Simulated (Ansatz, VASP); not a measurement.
**I: VASP beside Ansatz**

File INCAR:

```
SYSTEM = I
PREC = Accurate ; ENCUT = 520
EDIFF = 1E-6 ; ISMEAR = -1
SIGMA = 0.08 ; LREAL = .False.
LASPH = .True. ; NELM = 60
ALGO = Normal ; ISIF = 2
LWAVE = .False. ; LCHARG = .False.
GGA = PE ; NBANDS = 10
```

KPOINTS

```
Automatic mesh
0
Gamma
  12 12 12
  0 0 0
```

Contents of POSCAR:

```
I
1.0
    3.9578250752      0.0000000000      0.0000000000
   -1.9789125376      3.4275770588      0.0000000000
    0.0000000000      0.0000000000      2.9006830698
I
1
Direct
    0.0000000000      0.0000000000      0.0000000000
```

Input for Ansatz:

```yaml
crystal:
  lattice:
    - [3.9578250752, 0.0, 0.0]
    - [-1.9789125376, 3.4275770588, 0.0]
    - [0.0, 0.0, 2.9006830698]
  atoms:
    - { symbol: I, position: [0.0, 0.0, 0.0] }
kpoints:
  mp_grid: { grid: [12, 12, 12] }
  band_path:
    path:
      - [0.0, 0.0, 0.0]
      - [0.5, 0.0, 0.0]
      - [0.3333333333, 0.3333333333, 0.0]
      - [0.0, 0.0, 0.0]
      - [0.0, 0.0, 0.5]
      - [0.5, 0.0, 0.5]
      - [0.3333333333, 0.3333333333, 0.5]
      - [0.0, 0.0, 0.5]
      - [0.5, 0.0, 0.5]
    npoints: 8
scf:
  occupations: { method: fermi_dirac, width: 0.08 }
hamiltonian:
  xc: pbe
  pseudopotentials: { kind: paw }
output:
  forces: true
  stress: true
  eigenvalues: true
  populations: true
  dos: { projected: true, de: 0.2, e_range: [-14, 8] }
  write_density: true
  write_potential: true
  elf: true
  volumetric_format: npy
```

Change from the starting cell: volume scaled by 0.75, PAW files.

Alike in both runs: task single point; functional PBE; k mesh 12 × 12 × 12; occupations fermi-dirac, width 0.08 eV; no spin polarisation.

|  | VASP | Ansatz |
| --- | --- | --- |
| version | VASP 6.6.1 | Ansatz 0.2.0 |
| potentials or method | VASP PAW PBE potentials, release 64 (I) | PAW with Ansatz's default frozen-core files, scalar-relativistic |
| plane-wave cutoff (eV) | 520 | 420 |
| valence electrons in the cell | 7 | 17 |

VASP gave:

| Property | Result |
| --- | --- |
| pressure (GPa) | 2.7 |
| largest component of the traceless stress (GPa) | 0.16 |

What did Ansatz give for the same quantities?

Pressure (GPa): 2.8; largest component of the traceless stress (GPa): 0.02.

The two sets of potentials don't hold the same shells in valence.

Caveats: an odd number of electrons without spin polarisation forces a metal; a magnetic or distorted state may lie lower. Spin-orbit coupling is left out, which matters for the levels of I.
